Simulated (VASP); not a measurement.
# Rh (P6_3/mmc) in VASP: notebook

Runs on Rh. Level: BLYP. Tasks: single point, relaxation of cell and atoms.

Everything below comes from runs of VASP 6.6.1. Logs are shortened: lines on timing, memory, paths and dates and some standing lists are left out, and cuts for length are marked.

## 1. Starting point

Symmetry: P6_3/mmc, No. 194, hexagonal system. The conventional cell has a = 2.777 Å, b = 2.777 Å, c = 4.466 Å, α = 90.00°, β = 90.00°, γ = 120.00°. Rh (site symmetry -6m2) is surrounded by 12 Rh at 2.75 to 2.78 Å.

This isn't the form of Rh at room conditions, which is fcc.

## 2. Single point, BLYP

Contents of INCAR:

```
SYSTEM = Rh
PREC = Accurate
ENCUT = 520
EDIFF = 1E-7
ISMEAR = -1
SIGMA = 0.1
LREAL = .FALSE.
LASPH = .TRUE.
NELM = 100
ALGO = Fast
ISIF = 2
LWAVE = .FALSE.
LCHARG = .TRUE.
GGA = B5
ALDAX = 1.0
AGGAX = 1.0
AGGAC = 1.0
ALDAC = 0.0
LELF = .TRUE.
LVHAR = .TRUE.
NBANDS = 22
```

Contents of KPOINTS:

```
Automatic mesh
0
G
  21 21 12
  0 0 0
```

Contents of POSCAR:

```
Rh
1.0
    2.7769508556      0.0000000000      0.0000000000
   -1.3884754278      2.4049099860      0.0000000000
    0.0000000000      0.0000000000      4.4662889118
Rh
2
Direct
    0.3333333333      0.6666666667      0.2500000000
    0.6666666667      0.3333333333      0.7500000000
```

Potentials or basis: VASP PAW PBE potentials, release 64 (Rh_pv).

On the command line:

```sh
cat potpaw_PBE.64/Rh_pv/POTCAR > POTCAR
mpirun -np 1 vasp_std > vasp.out
```

OUTCAR:

```text
SYSTEM = Rh
   PREC = Accurate
   ENCUT = 520
   EDIFF = 1E-7
   ISMEAR = -1
   LREAL = .FALSE.
   LASPH = .TRUE.
   NELM = 100
   ISIF = 2
   GGA = B5

 ion  position               nearest neighbor table
   1  0.333  0.667  0.250-   2 2.75   2 2.75   2 2.75   2 2.75   2 2.75   2 2.75
   2  0.667  0.333  0.750-   1 2.75   1 2.75   1 2.75   1 2.75   1 2.75   1 2.75

  LATTYP: Found a hexagonal cell.
 ALAT       =     2.7769508556
 C/A-ratio  =     1.6083427990

  Lattice vectors:

 A1 = (   2.7769508556,   0.0000000000,   0.0000000000)
 A2 = (  -1.3884754278,   2.4049099860,   0.0000000000)
 A3 = (   0.0000000000,   0.0000000000,   4.4662889118)

Analysis of symmetry for initial positions (statically):
=====================================================================
 Subroutine PRICEL returns:
 Original cell was already a primitive cell.

 Routine SETGRP: Setting up the symmetry group for a
 hexagonal supercell.

 Subroutine GETGRP returns: Found 24 space group operations
 (whereof 12 operations were pure point group operations)
 out of a pool of 24 trial point group operations.

The static configuration has the point symmetry D_3d.
 The point group associated with its full space group is D_6h.

Analysis of symmetry for dynamics (positions and initial velocities):
=====================================================================
 Subroutine PRICEL returns:
 Original cell was already a primitive cell.

 Routine SETGRP: Setting up the symmetry group for a
 hexagonal supercell.

 Subroutine GETGRP returns: Found 24 space group operations
 (whereof 12 operations were pure point group operations)
 out of a pool of 24 trial point group operations.

The dynamic configuration has the point symmetry D_3d.
 The point group associated with its full space group is D_6h.

 Subroutine INISYM returns: Found 24 space group operations
 (whereof 12 operations are pure point group operations),
 and found     1 'primitive' translations

----------------------------------------------------------------------------------------

                                     Primitive cell

  volume of cell :      29.8273

  direct lattice vectors                    reciprocal lattice vectors
     2.776950856  0.000000000  0.000000000     0.360107201  0.207907989  0.000000000
    -1.388475428  2.404909986  0.000000000     0.000000000  0.415815979  0.000000000
     0.000000000  0.000000000  4.466288912     0.000000000  0.000000000  0.223899533

  length of vectors
     2.776950856  2.776950856  4.466288912     0.415815979  0.415815979  0.223899533

  position of ions in fractional coordinates (direct lattice)
     0.333333333  0.666666667  0.250000000
     0.666666667  0.333333333  0.750000000

  ion indices of the primitive-cell ions
   primitive index   ion index
                 1           1
                 2           2

----------------------------------------------------------------------------------------

 KPOINTS: Automatic mesh

Automatic generation of k-mesh.
 Grid dimensions read from file:
 generate k-points for:   21   21   12

 Generating k-lattice:

  Cartesian coordinates                     Fractional coordinates (reciprocal lattice)
     0.017147962  0.009900380  0.000000000     0.047619048  0.000000000  0.000000000
     0.000000000  0.019800761  0.000000000     0.000000000  0.047619048  0.000000000
     0.000000000  0.000000000  0.018658294     0.000000000  0.000000000  0.083333333

  Length of vectors
     0.019800761  0.019800761  0.018658294

  Shift w.r.t. Gamma in fractional coordinates (k-lattice)
     0.000000000  0.000000000  0.000000000

 Subroutine IBZKPT returns following result:
 ===========================================

 Found    336 irreducible k-points:

 Following reciprocal coordinates:
            Coordinates               Weight
  0.000000  0.000000  0.000000      1.000000
  0.047619  0.000000  0.000000      6.000000
  0.095238  0.000000  0.000000      6.000000
  0.142857  0.000000  0.000000      6.000000
  0.190476  0.000000  0.000000      6.000000
  0.238095  0.000000  0.000000      6.000000
[... 16 lines left out ...]
  0.142857  0.095238  0.000000     12.000000
  0.190476  0.095238  0.000000     12.000000
 [... further k-points ...]
   k-points           NKPTS =    336   k-points in BZ     NKDIM =    336   number of bands    NBANDS=     22
   number of dos      NEDOS =    301   number of ions     NIONS =      2
   total plane-waves  NPLWV =  20736
   dimension x,y,z NGX =    24 NGY =   24 NGZ =   36
   dimension x,y,z NGXF=    48 NGYF=   48 NGZF=   72
   ions per type =               2
   NGX,Y,Z   is equivalent  to a cutoff of  14.37, 14.37, 13.40 a.u.
   NGXF,Y,Z  is equivalent  to a cutoff of  28.74, 28.74, 26.80 a.u.
 SYSTEM =  Rh
   PREC   = accura    normal or accurate (medium, high low for compatibility)
   ISTART =      0    job   : 0-new  1-cont  2-samecut
   ICHARG =      2    charge: 1-file 2-atom 10-const
   ISPIN  =      1    spin polarized calculation?
   LNONCOLLINEAR =      F non collinear calculations
   LSORBIT =      F    spin-orbit coupling
   LASPH  =      T    aspherical Exc in radial PAW
   ENCUT  =  520.0 eV  38.22 Ry    6.18 a.u.   5.16  5.16  8.30*2*pi/ulx,y,z
   NELM   =    100;   NELMIN=  2; NELMDL= -5     # of ELM steps
   EDIFF  = 0.1E-06   stopping-criterion for ELM
   LREAL  =      F    real-space projection
   EDIFFG = 0.1E-05   stopping-criterion for IOM
   NSW    =      0    number of steps for IOM
   IBRION =     -1    ionic relax: 0-MD 1-quasi-New 2-CG
   NFREE  =      0    steps in history (QN), initial steepest desc. (CG)
   ISIF   =      2    stress and relaxation
   ISYM   =      2    0-nonsym 1-usesym 2-fastsym
   POTIM  = 0.5000    time-step for ionic-motion
   TEBEG  =    0.0;   TEEND  =   0.0 temperature during run
   PSTRESS=    0.0 pullay stress
   NELECT =      30.0000    total number of electrons
   NUPDOWN=      -1.0000    fix difference up-down
   EMIN   =  10.00;   EMAX   =-10.00  energy-range for DOS
   EFERMI =   0.00;   METHOD = LEGACY
   ISMEAR =    -1;   SIGMA  =   0.10  broadening in eV -4-tet -1-fermi 0-gaus
   EFERMI_NEDOS =   21; number of points for ismear=-14 and -15
   IALGO  =     68    algorithm
   IMIX   =      4    mixing-type and parameters
     AMIX     =   0.40;   BMIX     =  1.00
     AMIX_MAG =   1.60;   BMIX_MAG =  1.00
  volume/ion in A,a.u.               =      14.91       100.64
  Fermi-wavevector in a.u.,A,eV,Ry     =   1.640252  3.099627 36.605487  2.690427
  Thomas-Fermi vector in A             =   2.730921
   LORBIT       =      0    0 simple, 1 ext, 2 COOP (PROOUT), +10 PAW based schemes
   GGA     = B5    functional components
   LHFCALC =     F    Hartree Fock is set to
   AEXX    =    0.0000 exact exchange contribution
   IVDW    =     0    specifies the selected vdW correction
   LEPSILON=     F    determine dielectric tensor
   LRPA    =     F    only Hartree local field effects (RPA)
 non-spin polarized calculation
 RMM-DIIS sequential band-by-band and
  energy-cutoff  :      520.00
  volume of cell :       29.83
 maximum number of plane-waves:       817
 NGX is ok and might be reduce to    24
   NGX = 11   NGY = 11   NGZ = 17

 number of electron      30.0000002 magnetization

 Free energy of the ion-electron system (eV)
  ---------------------------------------------------
  ext. energy  EPLUGINS =         0.00000000
  ---------------------------------------------------
  free energy    TOTEN  =       -12.31405129 eV

  energy without entropy =      -12.18788903  energy(sigma->0) =      -12.25097016

 E-fermi :  11.0630     XC(G=0): -12.8742

 val. band max:       11.0629059939   @ k =   0.3810   0.1429   0.0000
 cond. band min:      11.0633792299   @ k =   0.3810   0.0000   0.3333
 fundamental gap:      0.0004732360
 Fermi energy:        11.0630378388

 k-point     1 :       0.0000    0.0000    0.0000
  band No.  band energies     occupation
      1     -35.6344      2.00000
      2     -35.1268      2.00000
      3     -35.1268      2.00000
      4     -35.0536      2.00000
      5     -35.0408      2.00000
      6     -35.0408      2.00000
[... 14 lines left out ...]
     21      29.4366      0.00000
     22      29.8824      0.00000

 k-point     2 :       0.0476    0.0000    0.0000
  band No.  band energies     occupation
      1     -35.6303      2.00000
      2     -35.1358      2.00000
      3     -35.1298      2.00000
      4     -35.0554      2.00000
      5     -35.0501      2.00000
      6     -35.0422      2.00000
[... 14 lines left out ...]
     21      29.5189      0.00000
     22      29.9078      0.00000

 k-point     3 :       0.0952    0.0000    0.0000
  band No.  band energies     occupation
      1     -35.6184      2.00000
      2     -35.1619      2.00000
      3     -35.1384      2.00000
      4     -35.0772      2.00000
      5     -35.0607      2.00000
      6     -35.0464      2.00000
[... 14 lines left out ...]
     21      29.7444      0.00000
     22      29.7474      0.00000

 k-point     4 :       0.1429    0.0000    0.0000
  band No.  band energies     occupation
      1     -35.5992      2.00000
      2     -35.2028      2.00000
      3     -35.1516      2.00000
      4     -35.1194      2.00000
      5     -35.0696      2.00000
      6     -35.0533      2.00000
[... 14 lines left out ...]
     21      29.3869      0.00000
     22      30.0122      0.00000

 k-point     5 :       0.1905    0.0000    0.0000
  band No.  band energies     occupation
      1     -35.5735      2.00000
      2     -35.2550      2.00000
      3     -35.1724      2.00000
      4     -35.1682      2.00000
      5     -35.0820      2.00000
      6     -35.0623      2.00000
[... 417 lines left out ...]
 k-point    22 :       0.0952    0.0952    0.0000
  band No.  band energies     occupation
      1     -35.5879      2.00000
      2     -35.2187      2.00000
      3     -35.1791      2.00000
      4     -35.1249      2.00000
      5     -35.0749      2.00000
      6     -35.0627      2.00000
[... 14 lines left out ...]
     21      27.9360      0.00000
     22      30.2240      0.00000

 k-point    23 :       0.1429    0.0952    0.0000
  band No.  band energies     occupation
      1     -35.5628      2.00000
      2     -35.2631      2.00000
      3     -35.2201      2.00000
      4     -35.1514      2.00000
      5     -35.0874      2.00000
      6     -35.0755      2.00000
[... 14 lines left out ...]
     21      26.8898      0.00000
     22      29.5658      0.00000

 k-point    24 :       0.1905    0.0952    0.0000
  band No.  band energies     occupation
      1     -35.5325      2.00000
      2     -35.3160      2.00000
      3     -35.2660      2.00000
      4     -35.1789      2.00000
      5     -35.1034      2.00000
      6     -35.0890      2.00000
[... 14 lines left out ...]
     21      26.0475      0.00000
     22      28.6834      0.00000

 [... further k-points ...]

------------------------ aborting loop because EDIFF is reached ----------------------------------------

  FORCE on cell =-STRESS in cart. coord.  units (eV):
  Direction    XX          YY          ZZ          XY          YZ          ZX
  --------------------------------------------------------------------------------------
  -------------------------------------------------------------------------------------
  Total        0.0849291      0.0849291      0.0971673     -0.0000000      0.0000000      0.0000000
  in kB        4.5619792      4.5619792      5.2193576     -0.0000000      0.0000000      0.0000000
  external PRESSURE =       4.7811053 kB  Pullay stress =       0.0000000 kB

 VOLUME and BASIS-vectors are now :
 -----------------------------------------------------------------------------
  energy-cutoff  :      520.00
  volume of cell :       29.83
      direct lattice vectors                 reciprocal lattice vectors
     2.776950856  0.000000000  0.000000000     0.360107201  0.207907989  0.000000000
    -1.388475428  2.404909986  0.000000000     0.000000000  0.415815979  0.000000000
     0.000000000  0.000000000  4.466288912     0.000000000  0.000000000  0.223899533

 POSITION                                       TOTAL-FORCE (eV/Angst)
 -----------------------------------------------------------------------------------
     -0.00000      1.60327      1.11657         0.000000      0.000000      0.000000
      1.38848      0.80164      3.34972        -0.000000      0.000000      0.000000
 -----------------------------------------------------------------------------------
    total drift:                                0.000000     -0.000000      0.000000

  FREE ENERGIE OF THE ION-ELECTRON SYSTEM (eV)
  ---------------------------------------------------
  free  energy   TOTEN  =       -12.3140512948 eV

  energy  without entropy=      -12.1878890255  energy(sigma->0) =      -12.25097016
```

Wall time 2.7 min (1 thread of AMD EPYC 9R45 (Zen 5), shared host); peak memory 0.25 GiB.

Results:

```
Free energy            : -12.3141 eV
Pressure               : 0.5 GPa
Band gap on the k mesh : none (metal or under the smearing width)
```

Caveat: the PAW data sets were made with another functional, which shifts forces and pressure a little.

## 3. Single point, BLYP

Contents of INCAR:

```
SYSTEM = Rh
  AGGAC = 1.0
  AGGAX = 1.0
  ALDAC = 0.0
  ALDAX = 1.0
  ALGO = Fast
  EDIFF = 1E-6
  ENCUT = 520
  GGA = B5
  ISIF = 2
  ISMEAR = -1
  LASPH = .TRUE.
  LCHARG = .FALSE.
  LREAL = .FALSE.
  LWAVE = .FALSE.
  NBANDS = 22
  NELM = 100
  PREC = Accurate
  SIGMA = 0.1
```

Contents of KPOINTS:

```
k-points
0
G
  13 13 7
  0 0 0
```

POSCAR is that of step 2.

Potentials or basis: VASP PAW PBE potentials, release 64 (Rh_pv).

On the command line:

```sh
cat potpaw_PBE.64/Rh_pv/POTCAR > POTCAR
mpirun -np 1 vasp_std > vasp.out
```

Run time: 39 s. Hardware: 1 thread of AMD EPYC 9R45 (Zen 5), shared host; peak memory 0.15 GiB.

Results (log left out):

```
Free energy            : -12.3151 eV
Pressure               : 0.5 GPa
Band gap on the k mesh : none (metal or under the smearing width)
```

Levels at points of the mesh, in eV from the Fermi level:
| k point | band 13 | band 14 | band 15 | band 16 | band 17 | band 18 |
| --- | --- | --- | --- | --- | --- | --- |
| (0.00, 0.00, 0.00) | -2.21 | -1.73 | -1.73 | 0.11 | 0.11 | 1.17 |

Caveat: the PAW data sets were made with another functional, which shifts forces and pressure a little.

(Part 1 of 2 ends here.)
